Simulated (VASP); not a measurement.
# Tc (Fm-3m) in VASP: reference runs, part 2 of 2

VASP 6.6.1. Earlier steps stand in the parts before.

## 3. Single point, PBE (cell strained at random at fixed volume)

INCAR

```
ALGO = Normal
EDIFF = 1E-7
ENCUT = 520
GGA = PE
ISIF = 2
ISMEAR = -1
LASPH = T
LCHARG = F
LREAL = F
LWAVE = F
NBANDS = 12
NELM = 100
PREC = Accurate
SIGMA = 0.05
```

KPOINTS

```
k-points
0
Gamma
  12 12 12
```

POSCAR

```
Tc
1.0
    0.0478740000      1.9690460000      1.9713780000
    2.0071260000      0.0345560000      1.9846960000
    1.9731200000      1.9483580000      0.0685620000
Tc
1
Direct
   -0.0067490000     -0.0068140000      0.0363110000
```

Potentials or basis: VASP PAW PBE potentials, release 64 (Tc_pv).

On the command line:

```
> cat potpaw_PBE.64/Tc_pv/POTCAR > POTCAR
> mpirun -np 1 vasp_std > vasp.out
```

OUTCAR:

```text
EDIFF = 1E-7
   ENCUT = 520
   GGA = PE
   ISIF = 2
   ISMEAR = -1
   LASPH = T
   LREAL = F
   NELM = 100
   PREC = Accurate

 ion  position               nearest neighbor table
   1  0.993  0.993  0.036-

  LATTYP: Found a triclinic cell.
 ALAT       =     4.7199212743
 B/A-ratio  =     0.5735210319
 C/A-ratio  =     0.5980821107
 COS(alpha) =     0.0113832223
 COS(beta)  =     0.3190280583
 COS(gamma) =     0.8574731902

  Lattice vectors:

 A1 = (  -3.8983660000,  -1.9276700000,   1.8342540000)
 A2 = (  -1.9252460000,   0.0206880000,   1.9028160000)
 A3 = (  -2.0071260000,  -0.0345560000,  -1.9846960000)

Analysis of symmetry for initial positions (statically):
=====================================================================
 Subroutine PRICEL returns:
 Original cell was already a primitive cell.

 Routine SETGRP: Setting up the symmetry group for a
 triclinic supercell.

 Subroutine GETGRP returns: Found  2 space group operations
 (whereof  1 operations were pure point group operations)
 out of a pool of  2 trial point group operations.

The static configuration has the point symmetry C_1 .
[... 190 lines left out ...]
 val. band max:       12.2517833351   @ k =  -0.1667   0.5000   0.1667
 cond. band min:      12.2538561606   @ k =   0.2500   0.0833   0.4167
 fundamental gap:      0.0020728254
 Fermi energy:        12.2535205353

 k-point     1 :       0.0000    0.0000    0.0000
  band No.  band energies     occupation
      1     -26.2299      2.00000
      2     -26.1499      2.00000
      3     -26.0972      2.00000
      4       4.8874      2.00000
      5      10.1034      2.00000
      6      10.5252      2.00000
      7      10.8865      2.00000
      8      12.9585      0.00000
      9      13.1458      0.00000
     10      26.2489      0.00000
     11      30.9368      0.00000
     12      31.8255      0.00000
[... 571 lines left out ...]
 k-point    40 :      -0.3333    0.2500    0.0000
  band No.  band energies     occupation
      1     -27.0478      2.00000
      2     -26.7313      2.00000
      3     -26.3862      2.00000
      4       8.4737      2.00000
      5       9.3039      2.00000
      6      10.2886      2.00000
      7      11.8266      1.99961
      8      13.6925      0.00000
      9      18.5623      0.00000
     10      24.2176      0.00000
     11      26.6046      0.00000
     12      30.1931      0.00000

 [... further k-points ...]
[... 5 lines left out ...]
  --------------------------------------------------------------------------------------
  -------------------------------------------------------------------------------------
  Total       -0.7385782     -0.5178068     -0.4849485     -0.0628359     -0.4529891     -0.6221337
  in kB      -79.7945541    -55.9428366    -52.3928944     -6.7886734    -48.9400633    -67.2141140
  external PRESSURE =     -62.7100950 kB  Pullay stress =       0.0000000 kB

 VOLUME and BASIS-vectors are now :
 -----------------------------------------------------------------------------
  energy-cutoff  :      520.00
  volume of cell :       14.83
      direct lattice vectors                 reciprocal lattice vectors
     0.047874000  1.969046000  1.971378000    -0.260593010  0.254787227  0.259101937
     2.007126000  0.034556000  1.984696000     0.249899590 -0.262073407  0.255694697
     1.973120000  1.948358000  0.068562000     0.258927822  0.260408219 -0.266388117

 POSITION                                       TOTAL-FORCE (eV/Angst)
 -----------------------------------------------------------------------------------
      2.11265      2.06082      3.93174         0.000000      0.000000      0.000000
 -----------------------------------------------------------------------------------
    total drift:                               -0.000005      0.000003      0.000004

  FREE ENERGIE OF THE ION-ELECTRON SYSTEM (eV)
  ---------------------------------------------------
  free  energy   TOTEN  =       -10.2550329009 eV

  energy  without entropy=      -10.2452479306  energy(sigma->0) =      -10.25014042
```

OSZICAR:

```text
N       E                     dE             d eps       ncg     rms          rms(c)
DAV:   1     0.111745187037E+03    0.11175E+03   -0.77957E+03 20904   0.104E+03
DAV:   2    -0.937695255366E+01   -0.12112E+03   -0.11776E+03 22808   0.306E+02
DAV:   3    -0.110070513613E+02   -0.16301E+01   -0.16265E+01 23048   0.407E+01
DAV:   4    -0.110136615179E+02   -0.66102E-02   -0.66099E-02 22768   0.287E+00
DAV:   5    -0.110137126534E+02   -0.51136E-04   -0.51135E-04 23436   0.244E-01    0.158E+01
DAV:   6    -0.103320171954E+02    0.68170E+00   -0.94989E-01 21344   0.129E+01    0.459E+00
DAV:   7    -0.102598350879E+02    0.72182E-01   -0.13348E-01 23264   0.464E+00    0.611E-01
DAV:   8    -0.102550151234E+02    0.48200E-02   -0.45485E-03 21096   0.789E-01    0.963E-02
DAV:   9    -0.102550335289E+02   -0.18405E-04   -0.65415E-05 24864   0.109E-01    0.118E-02
DAV:  10    -0.102550341259E+02   -0.59695E-06   -0.40064E-06 21612   0.206E-02    0.372E-03
DAV:  11    -0.102550333003E+02    0.82554E-06   -0.21646E-07 21460   0.605E-03    0.828E-04
DAV:  12    -0.102550328551E+02    0.44526E-06   -0.16742E-08 11452   0.163E-03    0.180E-04
DAV:  13    -0.102550329009E+02   -0.45802E-07   -0.16077E-09 11100   0.414E-04
   1 F= -.10255033E+02 E0= -.10250140E+02  d E =-.978497E-02
```

stdout:

```text
POSCAR found type information on POSCAR Tc
 POSCAR found :  1 types and       1 ions
 scaLAPACK will be used
 LDA part: xc-table for (Slater+PW92), standard interpolation
 POSCAR, INCAR and KPOINTS ok, starting setup
 FFT: planning ... GRIDC
 FFT: planning ... GRID_SOFT
 FFT: planning ... GRID
 WAVECAR not read
 entering main loop
```

It took 68 s on 1 thread of Intel Xeon Platinum 8488C (Sapphire Rapids), shared host; peak memory 0.26 GiB.

Results:

| Item | Value |
| --- | --- |
| Free energy | -10.2550 eV |
| Pressure | -6.3 GPa |
| Band gap on the k mesh | none (metal or under the smearing width) |

Stress tensor (GPa, compression positive):
```
-7.98 -0.68 -6.72
-0.68 -5.59 -4.89
-6.72 -4.89 -5.24
```
